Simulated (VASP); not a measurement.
# GaAs (F-43m) in VASP: settings compared, part 2 of 2

VASP 6.6.1. The steps go on from the part before.

## (3) G0W0 quasiparticle levels, PBE

File POSCAR:

```
GaAs
1.0
    0.0000000000      2.8268500000      2.8268500000
    2.8268500000      0.0000000000      2.8268500000
    2.8268500000      2.8268500000      0.0000000000
As Ga
1 1
Direct
    0.7500000000      0.7500000000      0.7500000000
    0.0000000000      0.0000000000      0.0000000000
```

File INCAR.step1:

```
SYSTEM = GaAs
ALGO     = Normal         ! electronic algorithm
EDIFF    = 1E-8           ! SCF threshold, eV
ENCUT    = 450            ! plane-wave cutoff, eV
GGA      = PE             ! functional
ISMEAR   = 0              ! smearing method
LASPH    = .TRUE.         ! aspherical terms in the spheres
LCHARG   = .FALSE.        ! write CHGCAR
LREAL    = .FALSE.        ! projectors in reciprocal space
LWAVE    = .TRUE.         ! write WAVECAR
NELM     = 60             ! most SCF steps
PREC     = Accurate       ! precision mode
SIGMA    = 0.01           ! smearing width, eV
```

File INCAR.step2:

```
SYSTEM = GaAs
ALGO     = Exact          ! electronic algorithm
EDIFF    = 1E-8           ! SCF threshold, eV
ENCUT    = 450            ! plane-wave cutoff, eV
GGA      = PE             ! functional
ISMEAR   = 0              ! smearing method
ISTART   = 1            
LASPH    = .TRUE.         ! aspherical terms in the spheres
LCHARG   = .FALSE.        ! write CHGCAR
LOPTICS  = .TRUE.         ! frequency-dependent dielectric function
LREAL    = .FALSE.        ! projectors in reciprocal space
LWAVE    = .TRUE.         ! write WAVECAR
NBANDS   = 189            ! bands
NELM     = 1              ! most SCF steps
PREC     = Accurate       ! precision mode
SIGMA    = 0.01           ! smearing width, eV
```

File INCAR.step3:

```
SYSTEM = GaAs
ALGO     = EVGW0          ! electronic algorithm
EDIFF    = 1E-8           ! SCF threshold, eV
ENCUT    = 450            ! plane-wave cutoff, eV
ENCUTGW  = 200            ! cutoff of the response function
GGA      = PE             ! functional
ISMEAR   = 0              ! smearing method
ISTART   = 1            
LASPH    = .TRUE.         ! aspherical terms in the spheres
LCHARG   = .FALSE.        ! write CHGCAR
LREAL    = .FALSE.        ! projectors in reciprocal space
LWAVE    = .FALSE.        ! write WAVECAR
NBANDS   = 189            ! bands
NBANDSGW = 17           
NELMGW   = 1            
NOMEGA   = 48             ! frequency points
PREC     = Accurate       ! precision mode
PRECFOCK = Fast         
SIGMA    = 0.01           ! smearing width, eV
```

File KPOINTS:

```
k-points
0
G
  5 5 5
  0 0 0
```

Potentials or basis: VASP PAW PBE potentials, release 64 (As_GW, Ga_d_GW).

Started as:

```sh
$ cat potpaw_PBE.64/As_GW/POTCAR potpaw_PBE.64/Ga_d_GW/POTCAR > POTCAR
$ cp INCAR.step1 INCAR
$ mpirun -np 1 vasp_std > vasp.out
$ cp INCAR.step2 INCAR
$ mpirun -np 1 vasp_std > vasp.out
$ cp INCAR.step3 INCAR
$ mpirun -np 1 vasp_std > vasp.out
```

OUTCAR:

```text
SYSTEM = GaAs
   EDIFF = 1E-8
   ENCUT = 450
   ENCUTGW = 200
   GGA = PE
   ISMEAR = 0
   ISTART = 1
   LASPH = .TRUE.
   LREAL = .FALSE.
   NELMGW = 1
   PREC = Accurate
   PRECFOCK = Fast

 Found     10 irreducible k-points:

 Following reciprocal coordinates:
            Coordinates               Weight
  0.000000  0.000000  0.000000      1.000000
  0.200000  0.000000  0.000000      8.000000
  0.400000  0.000000  0.000000      8.000000
  0.200000  0.200000  0.000000      6.000000
  0.400000  0.200000  0.000000     24.000000
 -0.400000  0.200000  0.000000     24.000000
[... 59 lines left out ...]
   ENCUTGWSOFT         = 160.0    soft cutoff for Coulomb kernel in GW response function in eV
   ENCUTLF             =  -1.0    cutoff for local field effects
   NELMGW              =     1    number of iterations in solving QP/BSE equation
   NELMHF              =     1    number of iterations in the inner HF iteration
   NKREDLFX            =     1    NKREDLFY  =   1   NKREDLFZ  =   1
 non-spin polarized calculation
 Gauss-broadening in eV      SIGMA  =   0.01
  energy-cutoff  :      450.00
  volume of cell :       45.18
 maximum number of plane-waves:       990
  NGX = 16; NGY = 16; NGZ = 16
   NGX = 13   NGY = 13   NGZ = 13
 maximum number of plane-waves:       295

 QP shifts <psi_nk| G(iteration)W_0 |psi_nk>: iteration 1
 for sc-GW calculations column KS-energies equals QP-energies in previous step
 and V_xc(KS)=  KS-energies - (<T + V_ion + V_H > + <T+V_H+V_ion>^1  + <V_x>^1)

 k-point   1 :       0.0000    0.0000    0.0000
  band No.  KS-energies  QP-energies   sigma(KS)   V_xc(KS)     V^pw_x(r,r')   Z            occupation Imag(sigma)

      1     -10.9609     -13.0279     -24.8160     -21.7109     -35.0357       0.6657       2.0000      -0.0153
      2     -10.9609     -13.0279     -24.8160     -21.7109     -35.0357       0.6657       2.0000      -0.0153
      3     -10.9609     -13.0279     -24.8160     -21.7109     -35.0357       0.6657       2.0000      -0.0153
      4     -10.8824     -12.9745     -24.9456     -21.8129     -35.1471       0.6678       2.0000      -0.0498
      5     -10.8824     -12.9745     -24.9456     -21.8129     -35.1471       0.6678       2.0000      -0.0498
      6      -8.8600      -9.3020     -11.8404     -11.1357     -18.1106       0.6273       2.0000       0.6855
[... 102 lines left out ...]
      4     -10.8848     -12.9712     -24.9352     -21.8071     -35.1425       0.6670       2.0000      -0.0474
      5     -10.8799     -12.9681     -24.9462     -21.8189     -35.1563       0.6677       2.0000      -0.0486
      6      -6.8313      -7.3396     -12.9552     -12.2033     -18.5639       0.6760       2.0000       0.5239
[... 9 lines left out ...]
     16      15.4586      15.3130      -8.3013      -8.1074      -2.5697       0.7509       0.0000      -0.4810
     17      18.0936      18.1410     -10.4290     -10.4933      -3.6084       0.7360       0.0000      -0.9052

 [... further k-points ...]
```

OUTCAR.step2:

```text
SYSTEM = GaAs
   EDIFF = 1E-8
   ENCUT = 450
   GGA = PE
[... 591 lines left out ...]
  --------------------------------------------------------------------------------------------------------------
     0.00000    60.20093    60.20093    60.20093     0.00000    -0.00000    -0.00000
     1.90559    52.63429    52.63429    52.63429     0.00000    -0.00000    -0.00000
     3.81117    19.20054    19.20054    19.20054     0.00000     0.00000    -0.00000
     5.71676    -6.25900    -6.25900    -6.25900    -0.00000    -0.00000    -0.00000
     7.62234    -3.55830    -3.55830    -3.55830    -0.00000    -0.00000     0.00000
     9.52793    -3.19043    -3.19043    -3.19043    -0.00000    -0.00000     0.00000
[... 92 lines left out ...]
   186.74741     0.98545     0.98545     0.98545    -0.00000    -0.00000     0.00000
   188.65299     0.98579     0.98579     0.98579    -0.00000    -0.00000     0.00000
```

Run time: 7.5 min. Hardware: 1 thread of Intel Xeon Platinum 8488C (Sapphire Rapids), shared host; peak memory 0.72 GiB.

The run converged, but some of its settings lie outside the range that counts as converged, so its numbers aren't taken as properties of the crystal.

Results:

```yaml
Band_gap_on_the_k_mesh_mean-field_level: 0.51 eV, direct
Quasiparticle_gap: 1.39 eV
Least_direct_quasiparticle_gap: 1.39 eV
```

Caveat: the cutoff is under 1.25 times the usual one of these potentials, so pressure, stress and relaxed cells hold a basis-set (Pulay) error; bands, screening cutoff and mesh are small and nothing is extrapolated, so the quasiparticle values aren't converged.

## (4) For comparison

An earlier run on the cell as given: functional PBEsol; potentials or basis VASP PAW PBE potentials, release 64 (As, Ga_d); cutoff 520 eV; k mesh 8 × 8 × 8; occupations fermi-dirac, width 0.05 eV; no spin polarisation.

- Pressure: 0.3 GPa
- Band gap on the k mesh: 0.46 eV, direct
